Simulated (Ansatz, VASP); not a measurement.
**Two plane-wave programs on Ba**

```
CELL_PARAMETERS angstrom
3.91772 0.00000 0.00000
0.00000 3.91772 -0.14691
0.00000 -0.14691 3.91772
ATOMIC_POSITIONS crystal
Ba 0.00000 0.00000 0.00000
```

Change from the starting cell: strain -0.0750 x Voigt [0, 0, 0, 1, 0, 0], atoms carried along.

Alike in both runs: task single point; functional PBEsol; k mesh 12 × 12 × 12; occupations gaussian, width 0.15 eV; no spin polarisation.

|  | VASP | Ansatz |
| --- | --- | --- |
| version | VASP 6.6.1 | Ansatz 0.2.0 |
| potentials or method | VASP PAW PBE potentials, release 64 (Ba_sv) | scalar-relativistic, plane waves, PAW |
| plane-wave cutoff (eV) | 520 | 420 |
| valence electrons in the cell | 10 | 10 |

```tsv
	VASP	Ansatz	Ansatz less VASP
gap on the k mesh at the Fermi level (eV)	none	none	-
pressure (GPa)	-0.4	-0.6	-0.13
largest component of the traceless stress (GPa)	0.38	0.37	-0.010
```

A gap of «none» marks a metal or a gap that the smearing closes.

Caveats: the PAW data sets were made with another functional, which shifts forces and pressure a little (VASP). The runs have no spin-orbit coupling, so splittings on Ba are missing.
